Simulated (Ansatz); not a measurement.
Base system: InCuS2 in the chalcopyrite structure (space group I-42d, No. 122).

```yaml
crystal:
  lattice:
    - [-2.76098, 2.76098, 5.56516]
    - [2.76098, -2.76098, 5.56516]
    - [2.76098, 2.76098, -5.56516]
  atoms:
    - { symbol: Cu, position: [0.75000, 0.25000, 0.50000] }
    - { symbol: Cu, position: [0.00000, 0.00000, 0.00000] }
    - { symbol: In, position: [0.25000, 0.75000, 0.50000] }
    - { symbol: In, position: [0.50000, 0.50000, 0.00000] }
    - { symbol: S, position: [0.09666, 0.12500, 0.47166] }
    - { symbol: S, position: [0.65334, 0.62500, 0.52834] }
    - { symbol: S, position: [0.37500, 0.90334, 0.02834] }
    - { symbol: S, position: [0.87500, 0.34666, 0.97166] }
```

Cartesian axes are those of the cell as printed.

Calculations: Kohn–Sham DFT with the r2SCAN functional, run in Ansatz (a quantum-chemistry and plane-wave program) with PAW and 500 eV plane waves, spin-orbit coupling left out.

Before the change:

```
Item                                  Result
---------------------  ---------------------
Valence-band top at Γ  0.00, -0.02, -0.02 eV
Band gap                             0.36 eV
Gap character                    direct at Γ
```

The change: uniaxial stress, 5 GPa tension along z, with the cell and atoms free to relax against it.

Problem. What does the calculation give for the energy relative to the base after the change?

Solution. The energy grows by 28 meV/atom.

Problem. What happens to the valence-band top at Γ?

Solution. The valence-band top at Γ (three highest levels, from the VBM) goes from 0.00, -0.02, -0.02 eV to 0.00, 0.00, -0.34 eV.

Problem. What happens to the band gap?

Solution. The band gap falls by 0.20 eV, from 0.36 eV to 0.16 eV.

Problem. Predict the new gap character.

Solution. The gap character stays direct at Γ.

Load acts through the strain it causes; cell and atoms are relaxed under it. Beyond what the load breaks, stability against distortions was not tested. The final runs are not spin-polarised. A zero or small gap of InCuS2 under uniaxial stress, 5 GPa tension along z can be the functional's error rather than a property of the material.
